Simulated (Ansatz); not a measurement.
# AgI (F-43m): from the cell to its phonons, part 3 of 3

How does AgI (F-43m) vibrate, and is this structure a minimum?

Ansatz 0.2.0; DFT LDA, scalar-relativistic, plane waves, norm-conserving pseudopotentials.

So far. Step 5 (Tight relaxation, k-mesh 12×12×12): The forces vanish by symmetry and the pressure is 0.003 GPa, within the tolerances set. The cell now holds 31.90 Å³/atom. Step 6 (Modes at Γ): Before it was imposed, the acoustic sum rule was missed by 2.3e-4 eV/Å² and the charge sum rule by 0.0011 e. Small misses are needed for a sound result but don't prove that mesh and cutoff are converged. Against the first mesh the highest mode moved by +0.0 cm⁻¹. The relaxed cell has a = 6.343 Å (conventional setting).

The database entry behind the starting cell differs from later determinations by our own check (about 0.3 % short), so it need not match the best structure at ambient conditions.

### 7. Response at finite wavevector

Stability and thermal properties need the whole zone. Linear response on a 4×4×4 q mesh gives force constants as far as a supercell of that size would, and the tensors from the zone-centre run are typed in so that the long-range dipole term is interpolated apart.

Input file input.yaml:

```yaml
crystal:
  lattice:
    - [0.0, 3.1714841931, 3.1714841931]
    - [3.1714841931, 0.0, 3.1714841931]
    - [3.1714841931, 3.1714841931, 0.0]
  atoms:
    - { symbol: Ag, position: [0.0, 0.0, 0.0] }
    - { symbol: I, position: [0.25, 0.25, 0.25] }
kpoints:
  mp_grid: { grid: [12, 12, 12] }
hamiltonian:
  xc: lda
  pseudopotentials: { kind: nc }
scf:
  occupations: { method: fixed }
output:
  eigenvalues: true
phonons:
  method: dfpt
  qmesh: [4, 4, 4]
  temperatures: { t_max: 1000, t_step: 50 }
  qpath:
    path:
      - [[0.0, 0.0, 0.0], [-0.5, -0.5, 0.0], [-0.375, -0.375, 0.25]]
      - [[-0.375, 0.0, 0.375], [0.0, 0.0, 0.0], [0.0, 0.0, 0.5], [-0.5, -0.25, 0.25], [-0.5, -0.5, 0.0]]
    npoints: 10
  non_analytic_term:
    high_frequency_dielectric_tensor: [[5.937, 0.0, 0.0], [0.0, 5.937, 0.0], [0.0, 0.0, 5.937]]
    born_effective_charges:
      - { species: Ag, tensor: [[1.1785, 0.0, 0.0], [0.0, 1.1785, 0.0], [0.0, 0.0, 1.1785]] }
      - { species: I, tensor: [[-1.1785, 0.0, 0.0], [0.0, -1.1785, 0.0], [0.0, 0.0, -1.1785]] }
    source: "zone-centre run at this cell"
```

Run with:

```console
> ansatz run input.yaml --threads 4 --pin off --max-ram 10240MiB --backend cpu --events-out ev --progress --plain --runs-dir out
```

What it wrote:

```text
Warning: phonons: the dynamical matrix that this run interpolates holds no multipole term above the dipole-dipole one, and a site of this crystal is no centre of inversion, so its interpolated transverse optical and acoustic branches and sound speeds can stay off near Gamma, and the density of states and the thermodynamics with them. What a run solves at a wave vector of phonons.qpoints, Gamma apart, where the deck admits one, is free of this, and under fd what a larger phonons.supercell samples
Engine: ansatz 0.2.0, x86_64-unknown-linux-gnu
Pseudopotentials: kind: nc
Pseudopotential: Ag, nc, valence charge 19, recommended cutoff 1170.089609 eV (normal), Ag.nc.azcp (PseudoDojo's, or run here from an input of PseudoDojo's: the run reads no file of this project's for it)
Pseudopotential: I, nc, valence charge 7, recommended cutoff 952.398519 eV (normal), I.nc.azcp (PseudoDojo's, or run here from an input of PseudoDojo's: the run reads no file of this project's for it)
Functional definition: SPW92
  exchange = slater_x
  correlation = pw_c
Error: memory limit exceeded: the `dfpt response` phase of `response at a wavevector` needs 10.80 GiB against the 9.60 GiB that it is held to where no share of the host's memory is typed; largest carriers: scf state 5.08 GiB, retained responses 1.94 GiB, fixed right-hand sides 1.94 GiB, plane-wave basis 1.18 GiB, unmodelled-tail allowance 0.36 GiB; at the wavevector (0, 0.25, -0.5) of phonons.qmesh, the only one beyond the zone centre that is priced ahead; wavefunction blocks cannot be spilled: a `phonons` calculation is not among those that spill (`scf`, `evaluate`, and `md` and `relax` at a fixed cell)
with nothing else changed it takes a maximum of at least 10.81 GiB under --max-ram-frac 0.91, with less than a tenth to spare, and one of 11.89 GiB under --max-ram-frac 1.00 leaves up to a tenth: with no share typed a phase like this one is refused past 0.8 of the host's memory or its container's limit; a typed one leaves it held to its cap (--max-ram SIZE) and to the memory that is free; The budget is ten elevenths  [...]
```

It took 6.5 s on 4 threads of AMD EPYC 9R45 (Zen 5), shared host; peak memory 1.4 GiB.

The input was rejected at the start.

The program's message: “memory limit exceeded: the `dfpt response` phase of `response at a wavevector` needs 10.80 GiB against the 9.60 GiB that it is held to where no share of the host's memory is typed; largest carriers: s …”

### 8. Phonons on a q mesh

Stability and thermal properties need the whole zone. Linear response on a 4×4×4 q mesh gives force constants as far as a supercell of that size would.

input.yaml, the sections that differ from step 7:

```yaml
phonons:
  method: dfpt
  dielectric: true
  rigid_motions: translations
  qmesh: [4, 4, 4]
  temperatures: { t_max: 1000, t_step: 50 }
  qpath:
    path:
      - [[0.0, 0.0, 0.0], [-0.5, -0.5, 0.0], [-0.375, -0.375, 0.25]]
      - [[-0.375, 0.0, 0.375], [0.0, 0.0, 0.0], [0.0, 0.0, 0.5], [-0.5, -0.25, 0.25], [-0.5, -0.5, 0.0]]
    npoints: 10
# crystal, kpoints, hamiltonian, scf, output: as in step 7
```

What it wrote:

```text
Warning: phonons: the dynamical matrix that this run interpolates holds no multipole term above the dipole-dipole one, and a site of this crystal is no centre of inversion, so its interpolated transverse optical and acoustic branches and sound speeds can stay off near Gamma, and the density of states and the thermodynamics with them. What a run solves at a wave vector of phonons.qpoints, Gamma apart, where the deck admits one, is free of this, and under fd what a larger phonons.supercell samples
Engine: ansatz 0.2.0, x86_64-unknown-linux-gnu
Pseudopotentials: kind: nc
Pseudopotential: Ag, nc, valence charge 19, recommended cutoff 1170.089609 eV (normal), Ag.nc.azcp (PseudoDojo's, or run here from an input of PseudoDojo's: the run reads no file of this project's for it)
Pseudopotential: I, nc, valence charge 7, recommended cutoff 952.398519 eV (normal), I.nc.azcp (PseudoDojo's, or run here from an input of PseudoDojo's: the run reads no file of this project's for it)
Functional definition: SPW92
  exchange = slater_x
  correlation = pw_c
Error: memory limit exceeded: the `dfpt response` phase of `response at a wavevector` needs 10.80 GiB against the 9.60 GiB that it is held to where no share of the host's memory is typed; largest carriers: scf state 5.08 GiB, retained responses 1.94 GiB, fixed right-hand sides 1.94 GiB, plane-wave basis 1.18 GiB, unmodelled-tail allowance 0.36 GiB; at the wavevector (0, 0.25, -0.5) of phonons.qmesh, the only one beyond the zone centre that is priced ahead; wavefunction blocks cannot be spilled: a `phonons` calculation is not among those that spill (`scf`, `evaluate`, and `md` and `relax` at a fixed cell)
with nothing else changed it takes a maximum of at least 10.81 GiB under --max-ram-frac 0.91, with less than a tenth to spare, and one of 11.89 GiB under --max-ram-frac 1.00 leaves up to a tenth: with no share typed a phase like this one is refused past 0.8 of the host's memory or its container's limit; a typed one leaves it held to its cap (--max-ram SIZE) and to the memory that is free; The budget is ten elevenths  [...]
```

Wall time 6.6 s (4 threads); peak memory 1.5 GiB.

The input was rejected at the start.

The program's message: “memory limit exceeded: the `dfpt response` phase of `response at a wavevector` needs 10.80 GiB against the 9.60 GiB that it is held to where no share of the host's memory is typed; largest carriers: s …”

### 9. Another isotope

An isotope changes the mass and not the force constants, so no new electronic calculation is needed; the shifts show which modes move this element.

The same force constants with the mass of Ag changed from 107.868 to 108.905 u (phonopy, no LO-TO term). Both lists are sorted by frequency; levels can cross, so a row need not hold one and the same mode. Modes under 3 cm⁻¹ are left out. Isotope shifts, by row:

```csv
q,rank,natural mass (cm⁻¹),changed mass (cm⁻¹)
0 0 0,4,117.3,117
0 0 0,5,117.3,117
0 0 0,6,117.3,117
```

A mode of this element alone would shift by -0.48 %. The highest zone-centre frequency without the field goes from 117.3 to 117.0 cm⁻¹ (-0.3 %). The product of the frequency ratios over all optical modes at Γ is 0.992; the product rule, (m/m′)^(3k/2) (M′/M)^(3/2) with k = 1 such atoms and M the mass of the cell, gives 0.992.

### 10. Results

```yaml
space_group_after_relaxation_within_0p01_a: F-43m
volume_per_atom: 31.9 Å³
gap_on_the_k_mesh: 1.05 eV
highest_optical_mode_at_the_zone_centre_no_lo_to_term: 117 cm⁻¹
top_of_the_zone_centre_spectrum_with_the_field: 130 cm⁻¹
lowest_optical_zone_centre_mode: 117 cm⁻¹
mean_high_frequency_dielectric_constant: 5.94
mean_static_dielectric_constant: 7.27
largest_born_charge_third_of_the_trace: 1.18 e
imaginary_modes_at_gamma_the_only_wavevector_solved: none
```

**Reading.** The structure is stable against zone-centre distortions, since no mode there is imaginary; runs at other wavevectors are not part of this account. Without the field, the optical modes at Γ form one degenerate level at 117 cm⁻¹. The dispersion is not part of this account. With the macroscopic field of the longitudinal modes the top of the zone-centre spectrum lies at 130 cm⁻¹, against 117 cm⁻¹ without it. Lattice motion raises the mean dielectric constant from 5.937 to 7.271. The strongest infrared line is at 117 cm⁻¹. Averaged over orientations, the strongest Raman line at 532 nm and 300 K is at 117 cm⁻¹, among the modes without the field; their longitudinal partners can be Raman active too. The tensors are the static, non-resonant ones, while 532 nm light (2.33 eV) lies above the computed gap. Spin-orbit coupling is left out, which can matter for the heavy elements here. These are harmonic frequencies at zero temperature: anharmonic shifts, linewidths and thermal expansion are left out.

[Logs are printed without paths, hosts, clocks, repeated set-up lines and the standing remarks that a program may print on its own settings, such as how far it seeks lower states.]

[Hosts, paths, dates, database ids (printed as entryN), source tags and the programs' standing remarks are cut or masked in the printed files.]
